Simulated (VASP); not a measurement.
# Te (R-3m) in VASP: settings compared

One crystal, Te, is run at these levels: PBE+MBD, PBE+MBD-FI, PBE+dDsC, PBE+rVV10, PBE; tasks: relaxation of cell and atoms.

All numbers are computed with VASP 6.6.1; they aren't measurements. Logs are shortened: lines on timing, memory, paths and dates and some standing lists are left out, and cuts for length are marked.

## (1) Starting point

It takes space group R-3m (No. 166, trigonal). Conventional cell: a = 4.612 Å, b = 4.612 Å, c = 5.073 Å, α = 90.00°, β = 90.00°, γ = 120.00°. Te (site symmetry -3m) has 6 Te at 3.15 Å as nearest neighbours.

This isn't the form of Te at room conditions, which is trigonal, of chains.

## (2) Relaxation of cell and atoms, PBE+MBD

INCAR

```
ALGO = Normal ; EDIFF = 1E-6
EDIFFG = -0.01 ; ENCUT = 600
GGA = PE ; IBRION = 2
ISIF = 3 ; ISMEAR = -1
IVDW = 202 ; LASPH = True
LCHARG = False ; LREAL = False
LWAVE = False ; NELM = 80
NSW = 40 ; PREC = Accurate
SIGMA = 0.05
```

KPOINTS

```
k-points
0
Gamma
  9 9 9
```

POSCAR

```
Te
1.0
    2.3059043427      1.3313144930      1.6909537039
   -2.3059043427      1.3313144930      1.6909537039
    0.0000000000     -2.6626289860      1.6909537039
Te
1
Direct
    0.5000000000      0.5000000000      0.5000000000
```

Potentials or basis: VASP PAW PBE potentials, release 64 (Te).

Run with:

```console
$ cat potpaw_PBE.64/Te/POTCAR > POTCAR
$ mpirun -np 1 vasp_std > vasp.out
```

OUTCAR:

```text
EDIFF = 1E-6
   EDIFFG = -0.01
   ENCUT = 600
   GGA = PE
   IBRION = 2
   ISIF = 3
   ISMEAR = -1
   IVDW = 202
   LASPH = True
   LREAL = False
   NELM = 80
   NSW = 40
   PREC = Accurate
  IVDW = 202

 ion  position               nearest neighbor table
   1  0.500  0.500  0.500-

  LATTYP: Found a trigonal (rhomboedric) cell.
 ALAT       =     3.1541904739
 COS(alpha) =    -0.0688991668

  Lattice vectors:

 A1 = (   2.3059043427,   1.3313144930,   1.6909537039)
 A2 = (  -2.3059043427,   1.3313144930,   1.6909537039)
 A3 = (   0.0000000000,  -2.6626289860,   1.6909537039)

Analysis of symmetry for initial positions (statically):
=====================================================================
 Subroutine PRICEL returns:
 Original cell was already a primitive cell.

 Routine SETGRP: Setting up the symmetry group for a
 trigonal (rhombohedral) supercell.

 Subroutine GETGRP returns: Found 12 space group operations
 (whereof 12 operations were pure point group operations)
 out of a pool of 12 trial point group operations.

The static configuration has the point symmetry D_3d.

Analysis of symmetry for dynamics (positions and initial velocities):
=====================================================================
 Subroutine PRICEL returns:
 Original cell was already a primitive cell.

 Routine SETGRP: Setting up the symmetry group for a
 trigonal (rhombohedral) supercell.

 Subroutine GETGRP returns: Found 12 space group operations
 (whereof 12 operations were pure point group operations)
 out of a pool of 12 trial point group operations.

The dynamic configuration has the point symmetry D_3d.

 Subroutine INISYM returns: Found 12 space group operations
 (whereof 12 operations are pure point group operations),
 and found     1 'primitive' translations

----------------------------------------------------------------------------------------

                                     Primitive cell

  volume of cell :      31.1462

  direct lattice vectors                    reciprocal lattice vectors
     2.305904343  1.331314493  1.690953704     0.216834667  0.125189553  0.197127415
    -2.305904343  1.331314493  1.690953704    -0.216834667  0.125189553  0.197127415
     0.000000000 -2.662628986  1.690953704     0.000000000 -0.250379107  0.197127415

  length of vectors
     3.154190474  3.154190474  3.154190474     0.318667405  0.318667405  0.318667405

  position of ions in fractional coordinates (direct lattice)
     0.500000000  0.500000000  0.500000000

  ion indices of the primitive-cell ions
   primitive index   ion index
                 1           1

----------------------------------------------------------------------------------------

 KPOINTS: k-points

Automatic generation of k-mesh.
 Grid dimensions read from file:
 generate k-points for:    9    9    9

 Generating k-lattice:

  Cartesian coordinates                     Fractional coordinates (reciprocal lattice)
     0.024092741  0.013909950  0.021903046     0.111111111  0.000000000  0.000000000
    -0.024092741  0.013909950  0.021903046     0.000000000  0.111111111  0.000000000
     0.000000000 -0.027819901  0.021903046     0.000000000  0.000000000  0.111111111

  Length of vectors
     0.035407489  0.035407489  0.035407489

  Shift w.r.t. Gamma in fractional coordinates (k-lattice)
     0.000000000  0.000000000  0.000000000

 Subroutine IBZKPT returns following result:
 ===========================================

 Found     85 irreducible k-points:

 Following reciprocal coordinates:
            Coordinates               Weight
  0.000000  0.000000  0.000000      1.000000
  0.111111  0.000000  0.000000      6.000000
  0.222222  0.000000  0.000000      6.000000
  0.333333  0.000000  0.000000      6.000000
  0.444444  0.000000  0.000000      6.000000
  0.111111  0.111111  0.000000      6.000000
[... 16 lines left out ...]
 -0.333333  0.333333  0.000000      6.000000
  0.444444  0.444444  0.000000      6.000000
 [... further k-points ...]
   k-points           NKPTS =     85   k-points in BZ     NKDIM =     85   number of bands    NBANDS=      7
   number of dos      NEDOS =    301   number of ions     NIONS =      1
   total plane-waves  NPLWV =  21952
   dimension x,y,z NGX =    28 NGY =   28 NGZ =   28
   dimension x,y,z NGXF=    56 NGYF=   56 NGZF=   56
   ions per type =               1
   NGX,Y,Z   is equivalent  to a cutoff of  14.76, 14.76, 14.76 a.u.
   NGXF,Y,Z  is equivalent  to a cutoff of  29.52, 29.52, 29.52 a.u.
 SYSTEM =  unknown system
   PREC   = accura    normal or accurate (medium, high low for compatibility)
   ISTART =      0    job   : 0-new  1-cont  2-samecut
   ICHARG =      2    charge: 1-file 2-atom 10-const
   ISPIN  =      1    spin polarized calculation?
   LNONCOLLINEAR =      F non collinear calculations
   LSORBIT =      F    spin-orbit coupling
   LASPH  =      T    aspherical Exc in radial PAW
   ENCUT  =  600.0 eV  44.10 Ry    6.64 a.u.   6.30  6.30  6.30*2*pi/ulx,y,z
   NELM   =     80;   NELMIN=  2; NELMDL= -5     # of ELM steps
   EDIFF  = 0.1E-05   stopping-criterion for ELM
   LREAL  =      F    real-space projection
   EDIFFG = -.1E-01   stopping-criterion for IOM
   NSW    =     40    number of steps for IOM
   IBRION =      2    ionic relax: 0-MD 1-quasi-New 2-CG
   NFREE  =      1    steps in history (QN), initial steepest desc. (CG)
   ISIF   =      3    stress and relaxation
   ISYM   =      2    0-nonsym 1-usesym 2-fastsym
   POTIM  = 0.5000    time-step for ionic-motion
   TEBEG  =    0.0;   TEEND  =   0.0 temperature during run
   PSTRESS=    0.0 pullay stress
   NELECT =       6.0000    total number of electrons
   NUPDOWN=      -1.0000    fix difference up-down
   EMIN   =  10.00;   EMAX   =-10.00  energy-range for DOS
   EFERMI =   0.00;   METHOD = LEGACY
   ISMEAR =    -1;   SIGMA  =   0.05  broadening in eV -4-tet -1-fermi 0-gaus
   EFERMI_NEDOS =   21; number of points for ismear=-14 and -15
   IALGO  =     38    algorithm
   IMIX   =      4    mixing-type and parameters
     AMIX     =   0.40;   BMIX     =  1.00
     AMIX_MAG =   1.60;   BMIX_MAG =  1.00
  volume/ion in A,a.u.               =      31.15       210.18
  Fermi-wavevector in a.u.,A,eV,Ry     =   0.945490  1.786717 12.162947  0.893951
  Thomas-Fermi vector in A             =   2.073397
   LORBIT       =      0    0 simple, 1 ext, 2 COOP (PROOUT), +10 PAW based schemes
   GGA     = PE    functional components
   LHFCALC =     F    Hartree Fock is set to
   AEXX    =    0.0000 exact exchange contribution
   IVDW    =   202    specifies the selected vdW correction
   LEPSILON=     F    determine dielectric tensor
   LRPA    =     F    only Hartree local field effects (RPA)
 conjugate gradient relaxation of ions
 non-spin polarized calculation
  energy-cutoff  :      600.00
  volume of cell :       31.15
 maximum number of plane-waves:      1069
 NGX is ok and might be reduce to    28
   NGX = 13   NGY = 13   NGZ = 13

--------------------------------------- Ionic step        1  -------------------------------------------

 number of electron       5.9999999 magnetization

 Free energy of the ion-electron system (eV)
  ---------------------------------------------------
  ext. energy  EPLUGINS =         0.00000000
  ---------------------------------------------------
  free energy    TOTEN  =        -3.08838074 eV

  energy without entropy =       -3.08297663  energy(sigma->0) =       -3.08567869

------------------------ aborting loop because EDIFF is reached ----------------------------------------

  Tkatchenko/Scheffler method for vdW energy calculation

  Edisp (eV):   -0.25003

  FORCE on cell =-STRESS in cart. coord.  units (eV):
  Direction    XX          YY          ZZ          XY          YZ          ZX
  --------------------------------------------------------------------------------------
  -------------------------------------------------------------------------------------
  Total       0.26284     0.26284     0.26440     0.00000     0.00000     0.00000
  in kB      13.52054    13.52054    13.60105     0.00000     0.00000     0.00000
  external pressure =       13.55 kB  Pullay stress =        0.00 kB
[... 94 lines left out ...]
  FREE ENERGIE OF THE ION-ELECTRON SYSTEM (eV)
  ---------------------------------------------------
  free  energy   TOTEN  =        -3.3418731294 eV

  energy  without entropy=       -3.3365190536  energy(sigma->0) =       -3.33919609

[... ionic steps 4 to 9 ...]

--------------------------------------- Ionic step       10  -------------------------------------------

 number of electron       5.9999999 magnetization

------------------------ aborting loop because EDIFF is reached ----------------------------------------

  Tkatchenko/Scheffler method for vdW energy calculation

  Edisp (eV):   -0.24511
[... 67 lines left out ...]
  energy  without entropy=       -3.3384814876  energy(sigma->0) =       -3.34097435

--------------------------------------- Ionic step       12  -------------------------------------------

 number of electron       6.0000000 magnetization

 Free energy of the ion-electron system (eV)
  ---------------------------------------------------
  ext. energy  EPLUGINS =         0.00000000
  ---------------------------------------------------
  free energy    TOTEN  =        -3.10070563 eV

  energy without entropy =       -3.09571407  energy(sigma->0) =       -3.09820985

 E-fermi :   6.7057     XC(G=0):  -9.3620

 val. band max:        6.7022856665   @ k =  -0.1111   0.1111   0.1111
 cond. band min:       6.7121958211   @ k =  -0.1111   0.1111   0.0000
 fundamental gap:      0.0099101546
 Fermi energy:         6.7056588910

 k-point     1 :       0.0000    0.0000    0.0000
  band No.  band energies     occupation
      1      -7.0583      2.00000
      2       7.7462      0.00000
      3       7.9768      0.00000
      4       7.9768      0.00000
      5      12.7200      0.00000
      6      12.7200      0.00000
      7      13.2594      0.00000
[... 221 lines left out ...]
 k-point    24 :       0.4444    0.4444    0.0000
  band No.  band energies     occupation
      1      -3.6411      2.00000
      2       2.1269      2.00000
      3       2.4538      2.00000
      4       9.1290      0.00000
      5      10.5032      0.00000
      6      17.1052      0.00000
      7      18.9802      0.00000

 [... further k-points ...]

------------------------ aborting loop because EDIFF is reached ----------------------------------------

  Hirshfeld charges:
            ion         q(e)
   ------------------------------
      1     Te       0.00000000

  Tkatchenko/Scheffler method for vdW energy calculation

  Edisp (eV):   -0.24273

  FORCE on cell =-STRESS in cart. coord.  units (eV):
  Direction    XX          YY          ZZ          XY          YZ          ZX
  --------------------------------------------------------------------------------------
  -------------------------------------------------------------------------------------
  Total      -0.00002    -0.00002     0.00044     0.00000    -0.00000     0.00000
  in kB      -0.00093    -0.00093     0.02205     0.00000    -0.00000     0.00000
  external pressure =        0.01 kB  Pullay stress =        0.00 kB
[... 16 lines left out ...]
  FREE ENERGIE OF THE ION-ELECTRON SYSTEM (eV)
  ---------------------------------------------------
  free  energy   TOTEN  =        -3.3434391069 eV

  energy  without entropy=       -3.3384475469  energy(sigma->0) =       -3.34094333

 reached required accuracy - stopping structural energy minimisation
```

Wall time 2.7 min (1 thread of Intel Xeon Platinum 8375C at 2.90GHz (Ice Lake), shared host); peak memory 0.18 GiB.

Results:

* Free energy: -3.3434 eV
* Relaxed volume: 32.10 Å³/atom
* Relaxed cell: a = 3.180 Å, b = 3.180 Å, c = 3.180 Å, α = 91.97°, β = 91.97°, γ = 91.97°
* Space group after relaxing (to 0.05 Å): R-3m (No. 166)
* Energy gained by relaxing: 5.0 meV/atom
* Ionic steps: 12
* Pressure after relaxing: 0.0 GPa
* Band gap on the k mesh: none (metal or under the smearing width)
* Dispersion energy per atom: -0.243 eV

The path:
```
step  energy change (eV)  largest force (eV/Å)  pressure (GPa)  volume (Å³)
   1              0.0000                0.0000            1.35        31.15
   2             -0.0026                0.0000           -0.71        32.35
   3             -0.0035                0.0000           -0.09        31.96
   4             -0.0035                0.0000            0.00        31.91
   5             -0.0036                0.0000           -0.01        31.92
   6             -0.0040                0.0000           -0.02        31.98
   7             -0.0047                0.0000           -0.06        32.07
   8             -0.0049                0.0000           -0.19        32.24
   9             -0.0050                0.0000           -0.13        32.18
  10             -0.0041                0.0000            0.62        31.75
  11             -0.0051                0.0000           -0.05        32.13
  12             -0.0050                0.0000            0.00        32.10
```

Final structure:
```
CELL_PARAMETERS angstrom
2.28699 1.32040 1.77164
-2.28699 1.32040 1.77164
0.00000 -2.64079 1.77164
ATOMIC_POSITIONS crystal
Te 0.50000 0.50000 0.50000
```

Levels at points of the mesh, in eV from the Fermi level:
```csv
k point,band 1,band 2,band 3,band 4,band 5,band 6,band 7
"(0.00, 0.00, 0.00)",-13.76,1.04,1.27,1.27,6.01,6.01,6.55
```

Caveat: pairwise dispersion overbinds metals, which lowers pressure and volume.

(Continued in part 2 of 2.)
